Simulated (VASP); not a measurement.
# BaTiO3: what each functional gives, and what it costs

Aim: the band gap of BaTiO3 at many levels of theory on one cell, with the cost of each. The levels: LDA, PBEsol, PBE, r2SCAN, TB-mBJ, BLYP, SCAN, HSE06, r2SCAN-EpsX, PBE-EpsX and PBE + SOC. Left out of this account: 1 further run (bands with TB-mBJ + SOC: it diverged and was aborted). The start is a cell from a database of measured crystal structures.

Calculated with VASP 6.6.1; LDA; plane waves and PAW (Ba_sv, Ti_sv, O), in the first sound run; inputs show where later runs differ.

## (1) Set-up

Symmetry: P4mm, No. 99, tetragonal system. Conventional cell: a = 3.990 Å, b = 3.990 Å, c = 4.023 Å, α = 90.00°, β = 90.00°, γ = 90.00°. Nearest to Ba lie 12 O at 2.80 to 2.87 Å. Nearest to Ti lie 6 O at 1.84 to 2.18 Å. O has 2 Ti at 1.84 to 2.18 Å and 4 Ba at 2.82 Å nearest. Nearest to O lie 2 Ti at 2.00 Å and 4 Ba at 2.80 to 2.87 Å. Farther neighbours and most contacts between anions are not listed.

## (2) Bands with LDA, k 4×4×4

Levels along the symmetry lines show where the bands peak and cross; KPOINTS_OPT computes them in the converged potential. LDA, the lowest rung, knows the local density alone.

Input file INCAR:

```
SYSTEM = BaTiO3
PREC = Accurate
ENCUT = 520
EDIFF = 1E-06
NELM = 100
ISMEAR = 0
SIGMA = 0.02
LREAL = .FALSE.
ALGO = Normal
GGA = CA
NBANDS = 35
LASPH = .TRUE.
LORBIT = 11
LWAVE = .FALSE.
LCHARG = .FALSE.
KPAR = 8
```

Input file POSCAR:

```
BaTiO3
1.0
    3.9904800000      0.0000000000      0.0000000000
    0.0000000000      3.9904800000      0.0000000000
    0.0000000000      0.0000000000      4.0230300000
Ba Ti O
1 1 3
Direct
    0.0000000000      0.0000000000      0.0000000000
    0.5000000000      0.5000000000      0.5220000000
    0.5000000000      0.5000000000      0.9790000000
    0.5000000000      0.0000000000      0.4880000000
    0.0000000000      0.5000000000      0.4880000000
```

Input file KPOINTS:

```
Automatic mesh
0
Gamma
4 4 4
0 0 0
```

Input file KPOINTS_OPT:

```
Line mode
16
Line-mode
Reciprocal
  0.00000000   0.00000000   0.00000000 GAMMA
  0.00000000   0.50000000   0.00000000 X

  0.00000000   0.50000000   0.00000000 X
  0.50000000   0.50000000   0.00000000 M

  0.50000000   0.50000000   0.00000000 M
  0.00000000   0.00000000   0.00000000 GAMMA

  0.00000000   0.00000000   0.00000000 GAMMA
  0.00000000   0.00000000   0.50000000 Z

  0.00000000   0.00000000   0.50000000 Z
  0.00000000   0.50000000   0.50000000 R

  0.00000000   0.50000000   0.50000000 R
  0.50000000   0.50000000   0.50000000 A

  0.50000000   0.50000000   0.50000000 A
  0.00000000   0.00000000   0.50000000 Z

  0.00000000   0.50000000   0.00000000 X
  0.00000000   0.50000000   0.50000000 R

  0.50000000   0.50000000   0.00000000 M
  0.50000000   0.50000000   0.50000000 A
```

The projector-augmented-wave data sets are Ba_sv, Ti_sv and O (PBE family, release 64).

Launch:

```
> mpirun -np 8 vasp_std
```

Numbers of over 12 decimals in the logs are rounded to 6 here.

The program printed:

```text
[banner, memory and clock lines left out]
running    8 mpi-ranks, on    1 nodes
 distrk:  each k-point on    1 cores,    8 groups
 distr:  one band on    1 cores,    1 groups

 POSCAR found type information on POSCAR BaTiO
 POSCAR found :  3 types and       5 ions
|                                                                             |
|           W    W    AA    RRRRR   N    N  II  N    N   GGGG   !!!           |
|           W    W   A  A   R    R  NN   N  II  NN   N  G    G  !!!           |
|           W    W  A    A  R    R  N N  N  II  N N  N  G       !!!           |
|           W WW W  AAAAAA  RRRRR   N  N N  II  N  N N  G  GGG   !            |
|           WW  WW  A    A  R   R   N   NN  II  N   NN  G    G                |
|           W    W  A    A  R    R  N    N  II  N    N   GGGG   !!!           |
|                                                                             |
|     For optimal performance we recommend to set                             |
|       NCORE = 2 up to number-of-cores-per-socket                            |
|     NCORE specifies how many cores store one orbital (NPAR=cpu/NCORE).      |
|     This setting can greatly improve the performance of VASP for DFT.       |
|     The default, NCORE=1 might be grossly inefficient on modern             |
|     multi-core architectures or massively parallel machines. Do your        |
|     Unfortunately you need to use the default for GW and RPA                |
|     calculations (for HF NCORE is supported but not extensively tested      |
|     yet).                                                                   |
|                                                                             |

|                                                                             |
|               ----> ADVICE to this user running VASP <----                  |
|                                                                             |
|     You enforced a specific xc type in the INCAR file but a different       |
|     [... a line on the potential file left out ...]
|     I HOPE YOU KNOW WHAT YOU ARE DOING!                                     |
|                                                                             |

 LDA part: xc-table for (Slater(with rela. corr.)+CA(PZ))
 , standard interpolation
 POSCAR, INCAR and KPOINTS ok, starting setup
 FFT: planning ... GRIDC
 FFT: planning ... GRID_SOFT
 FFT: planning ... GRID
 WAVECAR not read
 entering main loop
       N       E                     dE             d eps       ncg     rms          rms(c)
DAV:   1     0.390190324665E+03    0.39019E+03   -0.19718E+04  1260   0.123E+03
DAV:   2    -0.142371626464E+02   -0.40443E+03   -0.37568E+03  1363   0.352E+02
DAV:   3    -0.527394038755E+02   -0.38502E+02   -0.37917E+02  1799   0.107E+02
DAV:   4    -0.544519593296E+02   -0.17126E+01   -0.17057E+01  1788   0.187E+01
DAV:   5    -0.544900613563E+02   -0.38102E-01   -0.38084E-01  1615   0.252E+00    0.234E+01
DAV:   6    -0.450168358265E+02    0.94732E+01   -0.29015E+01  1587   0.531E+01    0.105E+01
DAV:   7    -0.445088599812E+02    0.50798E+00   -0.62350E+00  1458   0.188E+01    0.736E+00
DAV:   8    -0.442936544327E+02    0.21521E+00   -0.87601E-01  1491   0.816E+00    0.249E+00
DAV:   9    -0.443362429569E+02   -0.42589E-01   -0.18947E-01  1706   0.256E+00    0.214E+00
DAV:  10    -0.442903478337E+02    0.45895E-01   -0.30958E-01  1372   0.496E+00    0.713E-01
DAV:  11    -0.442804971905E+02    0.98506E-02   -0.28334E-02  1458   0.153E+00    0.101E-01
DAV:  12    -0.442805659923E+02   -0.68802E-04   -0.90633E-04  1586   0.198E-01    0.677E-02
DAV:  13    -0.442805789921E+02   -0.13000E-04   -0.18489E-04  1467   0.114E-01    0.148E-02
DAV:  14    -0.442805759064E+02    0.30857E-05   -0.15996E-05  1700   0.324E-02    0.794E-03
DAV:  15    -0.442805755597E+02    0.34667E-06   -0.18617E-06  1347   0.101E-02
   1 F= -.44280576E+02 E0= -.44280576E+02  d E =-.992810E-76
 Start KPOINTS_OPT (optional k-point list driver)
k-point batch [1-18\144]
       N       E                     dE             ncg
DAV:   1     0.329119484222E+03   -0.90104E+04     1260
DAV:   2    -0.653006854989E+04   -0.68592E+04     1380
DAV:   3    -0.722637174882E+04   -0.69630E+03     1756
DAV:   4    -0.725068999740E+04   -0.24318E+02     1744
DAV:   5    -0.725119468181E+04   -0.50468E+00     1536
DAV:   6    -0.725120364265E+04   -0.89608E-02     1561
DAV:   7    -0.725120393243E+04   -0.28978E-03     1530
DAV:   8    -0.725120394328E+04   -0.10854E-04     1423
DAV:   9    -0.725120394370E+04   -0.42085E-06     1165
[...]
k-point batch [127-144\144]
       N       E                     dE             ncg
DAV:   1     0.372897501359E+03   -0.24922E+05     1260
DAV:   2    -0.664863188218E+04   -0.70215E+04     1364
DAV:   3    -0.740031504555E+04   -0.75168E+03     1899
DAV:   4    -0.743010717400E+04   -0.29792E+02     1670
DAV:   5    -0.743082732536E+04   -0.72015E+00     1677
DAV:   6    -0.743084138017E+04   -0.14055E-01     1584
DAV:   7    -0.743084186825E+04   -0.48808E-03     1676
DAV:   8    -0.743084188935E+04   -0.21095E-04     1277
DAV:   9    -0.743084189042E+04   -0.10702E-05     1158
DAV:  10    -0.743084189048E+04   -0.63401E-07      958
```

Elapsed: 15 s, on 8 MPI ranks of Intel Xeon 6975P-C (Granite Rapids), shared host; peak memory 1.6 GiB; 1.9 min of CPU time.

The logs omit lines about the potential files and the build; timing stands in the text.

OUTCAR, selected parts (step 2):

```text
ion  position               nearest neighbor table
   1  0.000  0.000  0.000-   4 2.80   5 2.80   5 2.80   4 2.80   3 2.82   3 2.82   3 2.82   3 2.82
                             4 2.87   5 2.87   4 2.87   5 2.87   2 3.41   2 3.41   2 3.41   2 3.41
   2  0.500  0.500  0.522-   3 1.84   4 2.00   5 2.00   4 2.00   5 2.00   3 2.18   1 3.41   1 3.41
                             1 3.41   1 3.41   1 3.52   1 3.52   1 3.52   1 3.52
   3  0.500  0.500  0.979-   2 1.84   2 2.18   1 2.82   1 2.82   1 2.82   1 2.82
   4  0.500  0.000  0.488-   2 2.00   2 2.00   1 2.80   1 2.80   1 2.87   1 2.87
   5  0.000  0.500  0.488-   2 2.00   2 2.00   1 2.80   1 2.80   1 2.87   1 2.87

  LATTYP: Found a simple tetragonal cell.
 ALAT       =     3.9904800000
 C/A-ratio  =     1.0081569135

 Subroutine GETGRP returns: Found  8 space group operations
 (whereof  8 operations were pure point group operations)

The static configuration has the point symmetry C_4v.

 Found     18 irreducible k-points:

   k-points           NKPTS =     18   k-points in BZ     NKDIM =     18   number of bands    NBANDS=     35

   dimension x,y,z NGX =    30 NGY =   30 NGZ =   30
   dimension x,y,z NGXF=    60 NGYF=   60 NGZF=   60

   ENCUT  =  520.0 eV  38.22 Ry    6.18 a.u.   7.42  7.42  7.48*2*pi/ulx,y,z

   NELECT =      40.0000    total number of electrons

 k-points in reciprocal lattice and weights: Automatic mesh
   0.00000000  0.00000000  0.00000000       0.016
   0.25000000  0.00000000  0.00000000       0.062
   0.50000000  0.00000000  0.00000000       0.031
   0.25000000  0.25000000  0.00000000       0.062
   0.50000000  0.25000000  0.00000000       0.062
   0.50000000  0.50000000  0.00000000       0.016
   0.00000000  0.00000000  0.25000000       0.031
   0.25000000  0.00000000  0.25000000       0.125
   0.50000000  0.00000000  0.25000000       0.062
[...]
0.50000000  0.25000000  0.50000000       0.062
   0.50000000  0.50000000  0.50000000       0.016

 average (electrostatic) potential at core
       1 -32.8513       2 -76.4474       3 -69.7641       4 -69.5273       5 -69.5273

 E-fermi :   3.8148

 k-point     1 :       0.0000    0.0000    0.0000
  band No.  band energies     occupation
    ...
     16       2.1313      2.00000
     17       2.3599      2.00000
     18       3.1114      2.00000
     19       3.1757      2.00000
     20       3.1757      2.00000
     21       5.2511      0.00000
     22       5.6385      0.00000
     23       5.6385      0.00000
     24       7.6240      0.00000
     25       7.8091      0.00000
    ...

 k-point     2 :       0.2500    0.0000    0.0000
  band No.  band energies     occupation
    ...
     16       1.7863      2.00000
     17       1.9914      2.00000
     18       2.2645      2.00000
     19       2.7234      2.00000
     20       2.8797      2.00000
     21       5.6949      0.00000
     22       6.2472      0.00000
     23       6.2895      0.00000
     24       7.7591      0.00000
     25       8.8048      0.00000
    ...

 k-point     3 :       0.5000    0.0000    0.0000
  band No.  band energies     occupation
    ...
     16       1.5425      2.00000
     17       1.6735      2.00000
     18       1.8399      2.00000
     19       2.4055      2.00000
     20       2.5798      2.00000
     21       5.7718      0.00000
     22       7.0328      0.00000
     23       7.1045      0.00000
     24       7.7342      0.00000
     25       9.4335      0.00000
    ...

  Total       -2.2970083     -2.2970083     -1.2669239      0.0000000      0.0000000      0.0000000
  in kB      -57.4472967    -57.4472967    -31.6852802      0.0000000      0.0000000      0.0000000
  external PRESSURE =     -48.8599579 kB  Pullay stress =       0.0000000 kB

  energy-cutoff  :      520.00
  volume of cell :       64.06
      direct lattice vectors                 reciprocal lattice vectors
     3.990480000  0.000000000  0.000000000     0.250596419  0.000000000  0.000000000
     0.000000000  3.990480000  0.000000000     0.000000000  0.250596419  0.000000000
     0.000000000  0.000000000  4.023030000     0.000000000  0.000000000  0.248568865

 POSITION                                       TOTAL-FORCE (eV/Angst)
 -----------------------------------------------------------------------------------
      0.00000      0.00000      0.00000        -0.000000      0.000000      0.157361
      1.99524      1.99524      2.10002        -0.000000      0.000000     -0.112964
      1.99524      1.99524      3.93855        -0.000000      0.000000     -0.089870
      1.99524      0.00000      1.96324         0.000000     -0.000000      0.022737
      0.00000      1.99524      1.96324        -0.000000     -0.000000      0.022737
 -----------------------------------------------------------------------------------
    total drift:                                0.000000      0.000000      0.000219

  FREE ENERGIE OF THE ION-ELECTRON SYSTEM (eV)
  ---------------------------------------------------
  free  energy   TOTEN  =       -44.2805755597 eV

  energy  without entropy=      -44.2805755597  energy(sigma->0) =      -44.28057556

 total charge
# of ion       s       p       d       tot
------------------------------------------
    1        2.001   5.619   0.339   7.960
    2        2.221   6.284   1.780  10.286
    3        1.555   3.446   0.000   5.002
    4        1.549   3.443   0.000   4.992
    5        1.549   3.443   0.000   4.992
--------------------------------------------------
tot          8.877  22.235   2.119  33.231

[... 3 further parts left out ...]
```

Harder data sets than Ba_sv exist (the GW ones), and pressures, volumes and forces can shift noticeably with them. The PAW data sets were made with PBE, though LDA sets exist; this is a small mismatch. At this level the cell is under a tension of 4.9 GPa, so at these settings it is away from equilibrium.

Numbers from this step:

```yaml
scf_cycles: 15
electrons: 40
bands: 35
irreducible_k_points: 18
symmetry_operations: 8
free_energy_toten: -44.28 eV
fermi_energy: 3.815 eV
pressure: -4.886 GPa
metallic: no
least_gap_on_mesh_and_path: 1.694 eV
least_direct_gap_on_mesh_and_path: 2.075 eV
valence_top_at_k: 0.5, 0.5, 0.5
conduction_bottom_at_k: 0, 0, 0
least_direct_gap_at_k: 0, 0, 0
```

Electronic bands along the path, in eV, zero at the valence-band top; v1 is the highest filled band, c1 the lowest empty one:

| point | v4 | v3 | v2 | v1 | c1 | c2 | c3 | c4 |
| --- | --- | --- | --- | --- | --- | --- | --- | --- |
| Γ | -1.20 | -0.45 | -0.38 | -0.38 | 1.69 | 2.08 | 2.08 | 4.07 |
| 0.47 of the way | -1.53 | -1.22 | -0.80 | -0.64 | 2.13 | 2.60 | 2.65 | 4.20 |
| X | -1.88 | -1.72 | -1.15 | -0.98 | 2.21 | 3.48 | 3.55 | 4.18 |
| 0.47 of the way | -1.70 | -1.62 | -1.11 | -0.59 | 2.72 | 3.55 | 3.59 | 4.68 |
| M | -1.83 | -1.09 | -1.09 | -0.09 | 3.57 | 3.57 | 3.91 | 4.70 |
| 0.47 of the way | -2.00 | -1.20 | -1.02 | -0.50 | 2.72 | 2.95 | 3.13 | 4.72 |
| Γ | -1.20 | -0.45 | -0.38 | -0.38 | 1.69 | 2.08 | 2.08 | 4.07 |
| 0.47 of the way | -1.62 | -1.27 | -0.54 | -0.54 | 1.77 | 2.80 | 2.80 | 4.06 |
| Z | -2.06 | -2.00 | -0.73 | -0.73 | 1.86 | 3.59 | 3.59 | 4.07 |
| 0.53 of the way | -1.42 | -1.38 | -1.12 | -0.63 | 2.84 | 3.60 | 3.63 | 4.76 |
| R | -1.77 | -0.93 | -0.91 | -0.26 | 3.51 | 3.60 | 3.91 | 4.91 |
| 0.47 of the way | -2.56 | -0.67 | -0.59 | -0.22 | 3.77 | 3.79 | 4.03 | 6.10 |
| A | -2.45 | -0.17 | -0.17 | 0.00 | 4.16 | 4.17 | 4.17 | 6.35 |
| 0.47 of the way | -2.29 | -0.86 | -0.70 | -0.60 | 3.36 | 3.74 | 3.78 | 6.11 |
| Z | -2.06 | -2.00 | -0.73 | -0.73 | 1.86 | 3.59 | 3.59 | 4.07 |
| jump to X | -1.88 | -1.72 | -1.15 | -0.98 | 2.21 | 3.48 | 3.55 | 4.18 |
| 0.47 of the way | -1.52 | -1.48 | -1.25 | -0.72 | 2.87 | 3.49 | 3.62 | 4.74 |
| R | -1.77 | -0.93 | -0.91 | -0.26 | 3.51 | 3.60 | 3.91 | 4.91 |
| jump to M | -1.83 | -1.09 | -1.09 | -0.09 | 3.57 | 3.57 | 3.91 | 4.70 |
| 0.47 of the way | -2.64 | -0.78 | -0.78 | -0.05 | 3.82 | 3.82 | 4.02 | 5.89 |
| A | -2.45 | -0.17 | -0.17 | 0.00 | 4.16 | 4.17 | 4.17 | 6.35 |

The largest weight of each band there:

| point | v4 | v3 | v2 | v1 | c1 | c2 | c3 | c4 |
| --- | --- | --- | --- | --- | --- | --- | --- | --- |
| Γ | O 0.98 | O 0.88 | O 0.89 | O 0.89 | Ti 0.96 | Ti 0.85 | Ti 0.85 | Ti 0.94 |
| X | O 0.70 | O 0.79 | O 0.84 | O 0.88 | Ti 0.91 | Ti 0.80 | Ti 0.80 | Ti 0.93 |
| M | O 0.84 | O 0.88 | O 0.88 | O 0.97 | Ti 0.81 | Ti 0.81 | Ti 0.87 | Ti 0.89 |
| Γ | O 0.98 | O 0.88 | O 0.89 | O 0.89 | Ti 0.96 | Ti 0.85 | Ti 0.85 | Ti 0.94 |
| Z | O 0.85 | O 0.91 | O 0.93 | O 0.93 | Ti 1.00 | Ti 0.80 | Ti 0.80 | Ti 0.95 |
| R | O 0.86 | O 0.87 | O 0.88 | O 0.97 | Ti 0.82 | Ti 0.82 | Ti 0.86 | Ti 0.87 |

Force by atom:

| atom | x (eV/Å) | y (eV/Å) | z (eV/Å) | size |
| --- | --- | --- | --- | --- |
| Ba1 | 0.000 | 0.000 | 0.157 | 0.157 |
| Ti2 | 0.000 | 0.000 | -0.113 | 0.113 |
| O3 | 0.000 | 0.000 | -0.090 | 0.090 |
| O4 | 0.000 | 0.000 | 0.023 | 0.023 |
| O5 | 0.000 | 0.000 | 0.023 | 0.023 |

The gap is 1.69 eV, indirect, from A to Γ.

[end of part 1 of 8]

[Lines on the potential files, build, host, timing and source positions are cut from VASP's logs without a mark.]

[Logs are printed without paths, hosts, clocks, repeated set-up lines and the standing remarks that a program may print on its own settings, such as how far it seeks lower states.]

[Hosts, paths, dates, database ids (printed as entryN), source tags and the programs' standing remarks are cut or masked in the printed files.]

[Measured values are set beside computed ones only where the two were judged alike; some that the calculation misses by far are left out.]

[In band tables of VASP the shares of atoms and orbitals are scaled to a sum of 1 inside the atoms' spheres.]
